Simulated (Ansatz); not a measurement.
ZnO in the 4H polytype structure was relaxed with 4 functionals in the plane-wave code Ansatz, cell and atoms free, the symmetry of the start kept (meshes: PBE 12×12×4, r2SCAN 12×12×2, PBEsol 12×12×2, LDA 12×12×2). Values at 0 K without nuclear motion; spin polarisation is off, and the phase may be a hypothetical one.

The PBEsol result:
```
Zn O
1.0
     3.22261    0.00000    0.00000
    -1.61131    2.79087    0.00000
     0.00000    0.00000   10.47007
Zn O
4 4
Direct
  0.00000 0.00000 0.99951
  0.33333 0.66667 0.24966
  0.00000 0.00000 0.49951
  0.66667 0.33333 0.74966
  0.00000 0.00000 0.18804
  0.33333 0.66667 0.43780
  0.00000 0.00000 0.68804
  0.66667 0.33333 0.93780
```

It is hexagonal, P6_3mc (No. 186); conventional cell a = 3.223 Å, c = 10.470 Å, 11.77 Å³ an atom. Zn is surrounded by 4 O at 1.97 Å; O is surrounded by 4 Zn at 1.97 Å.

(1) How does the cell change with LDA?

(2) What lattice does r2SCAN give?

(3) Held at the r2SCAN cell, what mean stress do LDA and PBE find, and does its sign point to their own minimum?

## Answers

(1) a = 3.181 Å, c = 10.340 Å; the volume differs by -3.8 % from PBEsol's. Zn is surrounded by 4 O at 1.94–1.95 Å; O is surrounded by 4 Zn at 1.94–1.95 Å (further sites aren't listed).

(2) a = 3.226 Å, c = 10.473 Å; the volume differs by +0.3 % from PBEsol's. Zn has 4 O at 1.97–1.98 Å; Zn has 4 O at 1.97 Å; O has 4 Zn at 1.97–1.98 Å (further sites aren't listed).

(3) Yes. LDA -6.09 GPa, and its relaxed volume is -4.0 % from r2SCAN's; PBE +6.07 GPa, and its relaxed volume is +4.4 % from r2SCAN's. Compression counts positive, so a positive stress asks for a larger cell.
